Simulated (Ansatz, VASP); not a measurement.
# Si: VASP beside Ansatz

```xyz
2
Lattice="2.6535 0.0000 0.0000 -1.3268 2.2980 0.0000 0.0000 0.0000 4.6486" Properties=species:S:1:pos:R:3 pbc="T T T"
Si    0.0000    1.5320    1.1621
Si    1.3268    0.7660    3.4864
```

Alike in both runs: functional PBEsol; k mesh 15 × 15 × 9; occupations fermi-dirac, width 0.08 eV; no spin polarisation.

Ansatz relaxed the structure, and its values are those at the end. VASP's run is a single point on that final structure, the one shown.

|  | VASP | Ansatz |
| --- | --- | --- |
| version | VASP 6.6.1 | Ansatz 0.2.0 |
| potentials or method | VASP PAW PBE potentials, release 64 (Si), cutoff 520 eV | all-electron LAPW, scalar-relativistic |

```tsv
	VASP	Ansatz	Ansatz less VASP
pressure (GPa)	-1.1	-1.2	-0.09
```

Ansatz ran all-electron here, so the differences hold the error of VASP's frozen core and of both bases.

Caveats: the PAW data sets were made with another functional, which shifts forces and pressure a little (VASP).
